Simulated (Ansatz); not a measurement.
# IrO2: a short molecular-dynamics run

What does IrO2 do over 60 steps of 1 fs under a Langevin thermostat at 900 K? The cell is a database structure of 6 atoms, taken as it stands, without a relaxation.

All numbers below are computed with Ansatz 0.2.0 (DFT PBE, plane waves, PAW, scalar-relativistic, no spin polarisation).

## Step 1: The starting structure

The cell holds 6 atoms (Ir2O4): a = 4.482 Å, b = 4.482 Å, c = 3.134 Å, α = 90.00°, β = 90.00°, γ = 90.00°.

Coordinates:

```
CELL_PARAMETERS angstrom
4.48205 0.00000 0.00000
0.00000 4.48205 0.00000
0.00000 0.00000 3.13414
ATOMIC_POSITIONS crystal
Ir 0.00000 0.00000 0.00000
Ir 0.50000 0.50000 0.50000
O 0.31100 0.31100 0.00000
O 0.18900 0.81100 0.50000
O 0.68900 0.68900 0.00000
O 0.81100 0.18900 0.50000
```

## Step 2: Dynamics

input.yaml

```yaml
crystal:
  lattice:
    - [4.482045, 0.0, 0.0]
    - [0.0, 4.482045, 0.0]
    - [0.0, 0.0, 3.134144]
  atoms:
    - { symbol: Ir, position: [0.0, 0.0, 0.0] }
    - { symbol: Ir, position: [0.5, 0.5, 0.5] }
    - { symbol: O, position: [0.311, 0.311, 0.0] }
    - { symbol: O, position: [0.189, 0.811, 0.5] }
    - { symbol: O, position: [0.689, 0.689, 0.0] }
    - { symbol: O, position: [0.811, 0.189, 0.5] }
kpoints:
  mp_grid: { grid: [3, 3, 5] }
magnetization:
  spin_polarized: false
scf:
  occupations: { method: cold, width: 0.15 }
hamiltonian:
  pseudopotentials: { kind: paw }
  xc: pbe
basis:
  ecutwfc: 420
md:
  timestep: 1.0
  n_steps: 60
  ensemble: nvt_langevin
  temperature: 900.0
  initial_velocities: maxwell_boltzmann
  seed: 758820
```

Command:

```console
> ansatz run input.yaml --threads 2 --pin off --max-ram 2560MiB --backend cpu --events-out ev --progress --plain --runs-dir out
```

Before running it: what results should come out? Wanted: temperature, first and last step; temperature, second half; potential energy, second half; mean square displacement, second half.

The runs gave:

```
                             quantity                           value
                               length                60 steps of 1 fs
     temperature, first and last step                   750 and 914 K
             temperature, second half  mean 771 K, from 400 to 1248 K
        potential energy, second half     +80 meV/atom from the start
mean square displacement, second half            O 0.010, Ir 0.004 Å²
```

In words: Against a set 900 K the second half averages 771 K, going from 576 to 914 K over that half. The farthest move is 0.21 Å, against a mean nearest distance of 2.0 Å at the start: no atom has changed site so far. Averages from a run of 60 fs with 6 atoms are rough. The k-mesh is coarse.
